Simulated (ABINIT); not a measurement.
SnO:

```
Sn O
1.0
     3.81370    0.00000    0.00000
     0.00000    3.81370    0.00000
     0.00000    0.00000    4.88691
Sn O
2 2
Direct
  0.50000 0.00000 0.76463
  0.00000 0.50000 0.23537
  0.00000 0.00000 0.00000
  0.50000 0.50000 0.00000
```

The cell is a database's computed one.

* Program: ABINIT 10.8.3 (patched build)
* Task: relaxation of cell and atoms
* Functional: PBE
* Potentials or basis: JTH PAW PBE v2.0
* Cutoff: 626 eV
* k mesh: 4 × 4 × 3
* Occupations: fermi-dirac, width 0.05 eV
* Spin: no spin polarisation

At the start: pressure 3.3 GPa; volume 17.77 Å³/atom.

Q: Where does the relaxation end?

A: Over 7 steps the energy falls by 7.3 meV/atom and the volume is 18.52 Å³/atom (+4.2 %); space group P4/nmm (No. 129, to 0.05 Å).

Step by step:
| step | energy change (eV) | largest force (eV/Å) | pressure (GPa) | volume (Å³) |
| --- | --- | --- | --- | --- |
| 1 | 0.0000 | 0.3911 | 3.35 | 71.08 |
| 2 | -0.0089 | 0.2359 | 2.61 | 71.36 |
| 3 | -0.0191 | 0.1139 | 0.87 | 72.15 |
| 4 | -0.0203 | 0.1421 | 0.67 | 72.33 |
| 5 | -0.0262 | 0.1923 | -0.13 | 73.39 |
| 6 | -0.0282 | 0.1268 | -0.30 | 73.96 |
| 7 | -0.0293 | 0.0323 | -0.08 | 74.09 |

Final structure:
```xyz
4
Lattice="3.8747 0.0000 0.0000 0.0000 3.8747 0.0000 0.0000 0.0000 4.9346" Properties=species:S:1:pos:R:3 pbc="T T T"
Sn    1.9374    0.0000    3.7797
Sn    0.0000    1.9374    1.1549
O     0.0000    0.0000    0.0000
O     1.9374    1.9374    0.0000
```

Caveat: the k mesh is coarse (spacing up to 0.43 Å⁻¹), so the values aren't converged; the log and the count of SCF iterations are those of the last ABINIT call alone.
